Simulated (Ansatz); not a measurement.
LaAlO3:
Space group R-3c, hexagonal axes (No. 167); a = b = 5.4131 Å, c = 13.1934 Å, α = β = 90.00°, γ = 120.00°

```csv
atom,site,symmetry,x,y,z
La,6a,32,0.0000,0.0000,0.2500
Al,6b,-3.,0.0000,0.0000,0.0000
O,18e,.2,0.4611,0.4611,0.2500
```
(The calculation used a cell of 10 atoms; values per cell refer to that cell.)

This is the PBE-relaxed structure.

### Question
All from the program Ansatz at the PBE level (PAW), unless another level is named. Estimate the zero-point energy.

### Answer
65.7 meV/atom.

### Question
What about the vibrational entropy at 300 K?

### Answer
19.3 J/(K·mol of atoms).

### Question
Next, the highest zone-centre frequency (without LO–TO term)?

### Answer
725 cm⁻¹.

The cell was relaxed with PBE under the symmetry of its start. Scalar-relativistic: spin–orbit coupling is off unless named, which matters more the heavier the elements.

Potentials: the later of the program's two PAW sets.
